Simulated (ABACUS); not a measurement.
Runs of ABACUS 3.10.1 on FeO (Wuestite). Symmetry: R-3m, No. 166, trigonal system. The conventional cell has a = 3.038 Å, b = 3.038 Å, c = 7.559 Å, α = 90.00°, β = 90.00°, γ = 120.00°. Fe (site symmetry -3m) has 6 O at 2.16 Å as nearest neighbours. O (site symmetry -3m) has 6 Fe at 2.16 Å as nearest neighbours. 

| task | potentials or basis | cell | gap on the mesh (eV) | pressure (GPa) | moment (μB) | V0 of scaled cells (Å³/atom) | B0 (GPa) |
| --- | --- | --- | --- | --- | --- | --- | --- |
| equation of state | PseudoDojo NC SR 0.4.1 PBE standard, DZP LCAO (the cutoffs set its grid) | as given | - | - | - | 10.00 | 185 |
| equation of state | PseudoDojo NC SR 0.4.1 PBE standard, TZDP LCAO (the cutoffs set its grid) | as given | - | - | - | 9.98 | 185 |
| single point | PseudoDojo NC SR 0.4.1 PBE standard, DZP LCAO (the cutoffs set its grid) | as given | none | (a) | 4.00 | - | - |
| single point | PseudoDojo NC SR 0.4.1 PBE standard, TZDP LCAO (the cutoffs set its grid) | as given | none | -1.6 | 4.00 | - | - |
| single point | PseudoDojo NC SR 0.4.1 PBE standard, DZP LCAO (the cutoffs set its grid) | atoms moved at random, drawn with an rms of 0.05 Å | none | -0.6 | 4.00 | - | - |

Alike in all rows: level PBE; spin collinear, ferromagnetic start; k mesh 11 × 11 × 11; cutoff (eV) 1361; smearing fermi-dirac 0.05 eV.

Problem. Fill in the values left out.

Solution. (a) -1.3.

Caveats: the atomic orbitals were generated for these runs and aren't a published set; the basis of atomic orbitals isn't converged, which shifts pressures, moduli and gaps; a cell with one magnetic atom can't hold antiferromagnetic order, which such compounds often take (some runs); semilocal functionals often make such compounds metallic where correlation or magnetic order opens a gap, which also shifts bond lengths (some runs); the cell was scaled at fixed shape and fractional positions, which overstates the stiffness of a crystal with free parameters, most of all of layers and chains (some runs).

A gap of «none» marks a metal or a gap under the smearing width.
